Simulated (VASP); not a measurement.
Write the native input for VASP 6.6.1 that does the following.

| Property | Result |
| --- | --- |
| Task | single point |
| Functional | PBEsol |
| Potentials or basis | VASP PAW PBE potentials, release 64 (Ta_pv, N) |
| Cutoff | 520 eV |
| k mesh | 7 × 7 × 7 |
| Occupations | gaussian, width 0.05 eV |
| Spin | collinear spin, random start |
| Starting moments | [-0.24, 0.0] μB |
| Hubbard terms | Ta d U = 6 eV |
| Further INCAR settings | ALGO = Normal; EDIFF = 1e-07 |

The structure of TaN lies in POSCAR:

```
TaN
1.0
    0.0000000000      2.1790013100      2.1790013100
    2.1790013100      0.0000000000      2.1790013100
    2.1790013100      2.1790013100      0.0000000000
Ta N
1 1
Direct
    0.5000000000      0.5000000000      0.5000000000
    0.0000000000      0.0000000000      0.0000000000
```

One way to write it, as run:

INCAR

```
SYSTEM = TaN
PREC = Accurate
ENCUT = 520
EDIFF = 1E-7
ISMEAR = 0
SIGMA = 0.05
LREAL = .False.
LASPH = .True.
NELM = 100
ALGO = Normal
ISIF = 2
LWAVE = .False.
LCHARG = .False.
ISPIN = 2
MAGMOM = -0.24 0
LORBIT = 11
LMAXMIX = 4
LDAU = .True.
LDAUTYPE = 2
LDAUL = 2 -1
LDAUU = 6 0
LDAUJ = 0 0
LDAUPRINT = 1
GGA = PS
```

KPOINTS

```
Automatic mesh
0
Gamma
  7 7 7
  0 0 0
```

Potentials or basis: VASP PAW PBE potentials, release 64 (Ta_pv, N).

Command:

```console
$ cat potpaw_PBE.64/Ta_pv/POTCAR potpaw_PBE.64/N/POTCAR > POTCAR
$ mpirun -np 1 vasp_std > vasp.out
```

It gave:

- Pressure: 25.4 GPa
- Band gap on the k mesh: none (metal or under the smearing width)
- Net moment: 0.00 μB per cell
- Valence electrons inside the program's atomic spheres: Ta 8.83; N 3.82

Caveat: the PAW data sets were made with another functional, which shifts forces and pressure a little.

It took 11 s on 1 thread of Intel(R) Xeon(R) Platinum 8259CL CPU @ 2.50GHz (Skylake/Cascade Lake), with other jobs on the host, peak memory 0.15 GiB.
